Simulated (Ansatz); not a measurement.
# Zr2CF2 MXene monolayer in a perpendicular field, part 4 of 4

What dipole does a perpendicular field induce in the Zr2CF2 MXene monolayer? A positive field points along +c.

Ansatz 0.2.0; plane-wave DFT, PBE-D3(BJ), Ansatz PAW (the session's first sound run).

So far, work function, upper face (eV): step 3 (single point, field 0, start network, PBE D3(BJ)) 3.93; step 13 (PBE spin-orbit, k-mesh 12×12×1, other threshold) 3.98.

### 15. Varying the input

This step: plane-wave DFT, PBE-D3(BJ), Ansatz PAW (Ansatz 0.2.0).

A run with a changed input: it repeats the earlier run at 0.05 V/Å with basis.ecutwfc to 400 eV and scf.mixing.preconditioner to local_kerker.

input.yaml reads:

```yaml
crystal:
  lattice:
    - [3.2818914181, 0.0, 0.0]
    - [-1.6409457091, 2.8422013406, 0.0]
    - [0.0, 0.0, 23.1361662452]
  atoms:
    - { symbol: F, position: [0.3333333333, 0.6666666667, 0.3890013542] }
    - { symbol: Zr, position: [0.6666666667, 0.3333333333, 0.4467263161] }
    - { symbol: C, position: [0.0, 0.0, 0.5] }
    - { symbol: Zr, position: [0.3333333333, 0.6666666667, 0.5532736839] }
    - { symbol: F, position: [0.6666666667, 0.3333333333, 0.6109986458] }
kpoints:
  mp_grid: { grid: [18, 18, 1] }
  band_path:
    path: [[0, 0, 0], [0.5, 0, 0], [0.33333333, 0.33333333, 0], [0, 0, 0]]
    npoints: 16
hamiltonian:
  xc: pbe
  dispersion: d3bj
scf:
  occupations: { method: fermi_dirac, width: 0.05 }
  convergence: { dr2_threshold: 1.0e-10 }
  mixing: { preconditioner: local_kerker }
efield:
  axis: 3
  dipole_correction: true
  ramp_position: 0.97
  ramp_width: 0.06
  amplitude: 0.05
output:
  write_potential: true
  write_density: true
  volumetric_format: npy
basis:
  ecutwfc: "400 eV"
```

Launch:

```console
ansatz run input.yaml --threads 4 --pin off --max-ram 6144MiB --backend cpu --events-out ev --progress --plain --runs-dir out
```

Numbers of over 12 decimals in the logs are rounded to 6 here.

Log:

```text
Warning: basis.ecutwfc = 400 eV is below the records' recommended 420 eV, and the density's cutoff is lower with it unless basis.ecutrho_ratio is high enough to keep the records' density cutoff: compare with a run at a higher cutoff
[...]
Crystal: 5 atoms, lattice volume = 215.809 Å³
Basis set: ecut = 400 eV, 3951 PW (Γ)
Bands: 26, of which v1, the nominal top of the filled ones, is band 21 counted from 1 (20 counted from 0)
Symmetry: 6 space group operations
k-points: 37 of 324 (time reversal used)
[...]
SCF iter   1: F=—  HF=-10247.292998 eV  |F-HF|=—  |Δ(HF+E_count)|=         —  Δρ=7.11e-2  dr2=2.04e1  ethr=3.10e-3  p=0.017 e·Å  D=1.43e-2 V/Å  ΔV_dip=-0.33 eV  dr2_dipole=8.50e-5  V_vac-E_F(+/−)=7.98/7.25 eV  ⟨swp⟩=8.3  Hψ=5165  notcnv=0
[...]
SCF iter  17: F=-10242.068524 eV  HF=-10242.068524 eV  |F-HF|=1.64e-11  |Δ(HF+E_count)|=  4.42e-10  Δρ=1.76e-7  dr2=7.38e-11  ethr=1.00e-12  p=0.014 e·Å  D=1.15e-2 V/Å  ΔV_dip=-0.27 eV  dr2_dipole=2.93e-12  V_vac-E_F(+/−)=4.31/3.52 eV  ⟨swp⟩=6.8  Hψ=3504  notcnv=0
SCF 1 converged in 17 iterations: F = -10242.068524 eV  dr2 = 7.38e-11
[...]
SCF converged after 17 iterations
Stability not checked: this state was not tested for a lower state beside it, because the mixer in use, unlike msr1, does not test its closes by its own steps (another_mixer; see scf.mixing.algorithm and scf.lower_state_search)
Free energy (F): -10242.068524 eV
[...]
Internal energy: -10242.057136 eV  (E = F + TS)
E sigma→0 (E₀):  -10242.062830 eV
Entropy (-TS):   -0.011389 eV (-2.278 meV/atom)
Fermi energy:    1.329170 eV
Dipole field:    D = 0.011512 V/Å  (p = 0.013730 e·Å, saw-weighted, corrected)
Work function:   not extracted (applied field tilts the vacuum); planar V_es + V_field profile in the machine report
[...]
--- Band table (eV; the first three rows and the last of 37) ---
  k-point 0: bands = [... 17 lower, -3.0323, -1.7934, -1.7934, 1.4655, 1.4655, 1.6768, 3.1759, 3.5476, ... 1 higher]
  k-point 1: bands = [... 17 lower, -2.9999, -1.8828, -1.8009, 1.3450, 1.5319, 1.7038, 3.2622, 3.4966, ... 1 higher]
  k-point 2: bands = [... 17 lower, -2.9139, -2.1079, -1.8179, 1.0336, 1.7268, 1.8075, 3.3300, 3.4164, ... 1 higher]
  k-point 36: bands = [... 17 lower, -2.8299, -2.8296, -2.1144, 1.7008, 2.5222, 2.5229, 3.8848, 4.3787, ... 1 higher]
```

It took 6.3 s on 4 threads of AMD EPYC 9R14 (Zen 4), shared host; peak memory 0.63 GiB.

Numbers from this step:

```yaml
energy_at_zero_smearing: -10242.0628 eV
dipole_along_the_normal: 0.01373 e·Å
```

The electronic bands at the labelled points (eV, zero at the Fermi level):

```csv
point,band 18,band 19,band 20,band 21,band 22,band 23,band 24,band 25
Γ,-4.36,-3.12,-3.12,0.14,0.14,0.35,1.85,2.22
halfway,-4.08,-3.89,-3.16,-1.29,1.06,1.36,2.09,2.14
M,-4.42,-3.43,-3.09,-2.22,2.18,3.11,3.21,3.31
halfway,-4.35,-3.73,-3.44,-1.10,1.76,2.31,2.59,3.13
K,-4.16,-4.16,-3.44,0.37,1.19,1.19,2.56,3.05
halfway,-4.07,-3.84,-3.51,-0.55,-0.18,2.12,2.49,2.56
Γ,-4.36,-3.12,-3.12,0.14,0.14,0.35,1.85,2.22
```

```csv
quantity,this run,earlier run,difference
dipole along the normal (e·Å),0.01373,0.01373,3.2e-6
```

The dipole moves by under 0.5 % or 5e-5 e·Å. The run took 17 SCF cycles against 13.

Of the bands kept, 2 cross the Fermi level on this path.

### 16. Varying the input

An input spoilt on purpose, to show how the run answers: it repeats the earlier run at 0.05 V/Å with efield.amplitude from 0.05 to 0 and efield.dipole_correction from true to false, and scf.max_iter set to 50.

Changes to input.yaml since step 15:

```diff
@@ -22,9 +22,9 @@
   convergence: { dr2_threshold: 1.0e-10 }
-  mixing: { preconditioner: local_kerker }
+  max_iter: 50
 efield:
   axis: 3
-  dipole_correction: true
+  dipole_correction: false
   ramp_position: 0.97
   ramp_width: 0.06
-  amplitude: 0.05
+  amplitude: 0
 output:
@@ -33,3 +33 @@
   volumetric_format: npy
-basis:
-  ecutwfc: "400 eV"
```

Log:

```text
Error: invalid value for `efield.amplitude`: is zero with dipole_correction: false — the section would apply nothing; set a non-zero amplitude, enable dipole_correction, or remove the block
```

It took 0.03 s on 4 threads; peak memory 0.043 GiB.

The program refused the input before any cycle.

The program's message: “Error: invalid value for `efield.amplitude`: is zero with dipole_correction: false — the section would apply nothing; set a non-zero amplitude, enable dipole_correction, or remove the block”

The fault put into the input: a field block that applies nothing.

### 17. Summary of results

| Property | Result |
| --- | --- |
| gap without field | none |
| work function, upper face | 3.93 eV |
| equivalent conductor thickness, atoms held | 5.33 Å |
| equivalent conductor thickness, atoms relaxed | 5.98 Å |

The induced dipole equals that of a perfect conductor 5.33 Å thick, while the outer atoms lie 5.14 Å apart. Letting the atoms follow the field adds 0.66 Å to the equivalent conductor thickness: the ionic part of the response. There is no gap over 0.03 eV, with or without the field. The main runs have no spin polarisation; a magnetic state could lie lower and would change these results. The field series itself is without spin-orbit coupling. The MXene's terminations sit over the metal atoms of its far layer; the site over carbon or nitrogen, which some compounds prefer, was not run.

[Logs are printed without paths, hosts, clocks, repeated set-up lines and the standing remarks that a program may print on its own settings, such as how far it seeks lower states.]

[Hosts, paths, dates, database ids (printed as entryN), source tags and the programs' standing remarks are cut or masked in the printed files.]

[Maps of the electrostatic potential energy from Ansatz leave out the sawtooth potential of an applied field or a dipole correction, so their vacuum need not be flat; planar profiles and work functions include it.]
